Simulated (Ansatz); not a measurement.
## How settings move the G0W0 gap of WS2 (R3m)

A 3-atom cell of WS2 started from a crystallographic database, relaxed with r2SCAN+rVV10; one-shot G0W0 in Ansatz without spin-orbit coupling. The values are computed, spin-unpolarised, and not measurements.

```
W S
1.0
     1.58589    0.91561    6.23748
    -1.58589    0.91561    6.23748
     0.00000   -1.83122    6.23748
W S
1 2
Cartesian
  0.0000 0.0000 0.0125
  0.0000 0.0000 4.6885
  0.0000 0.0000 7.8120
```

Gaps are read over the mesh points alone. G0W0 here is at a finite number of bands, screening cutoff and k mesh, not at the basis limit.
```tsv
start	potentials	frequency model	mesh	empty bands	screening cutoff (eV)	Kohn-Sham gap (eV)	G0W0 gap (eV)
PBE	PAW	contour deformation	6×6×6	123	100	1.08	1.44
PBE	PAW	contour deformation	6×6×6	298	180	1.08	1.48
PBE	PAW	contour deformation	6×6×6	578	260	1.08	1.50
HSE06	PAW	contour deformation	6×6×6	298	180	1.61	1.69
r2SCAN	PAW	contour deformation	6×6×6	298	180	1.19	1.56
PBE0	PAW	contour deformation	6×6×6	298	180	2.27	1.82
PBE	PAW	Godby-Needs pole	6×6×6	298	180	1.08	1.50
```

The quasiparticle gap on this mesh is 1.50 eV (T to k = (0, 1/6, -1/6)), against 1.08 eV from PBE: +0.42 eV. Renormalisation factors Z lie between 0.72 and 0.76.

Raising bands and cutoff together moves the gap by +0.04 eV (100 to 180 eV), then +0.02 eV (180 to 260 eV); the last step is small, which bounds nothing strictly. Starting from HSE06 (1.61 eV against PBE's 1.08 eV) gives 1.69 eV, +0.21 eV from G0W0@PBE at the same screening cutoff. Starting from r2SCAN (1.19 eV against PBE's 1.08 eV) gives 1.56 eV, +0.08 eV from G0W0@PBE at the same screening cutoff. Starting from PBE0 (2.27 eV against PBE's 1.08 eV) gives 1.82 eV, +0.34 eV from G0W0@PBE at the same screening cutoff. The Godby-Needs plasmon pole differs from contour deformation by +0.02 eV. r2SCAN runs take a wave cutoff of 500 eV.

Coordinates of k points refer to the reciprocal vectors of the primitive cell of the runs.

The program warns that the k mesh is coarse for exact exchange in some of these runs, so their gaps aren't converged.
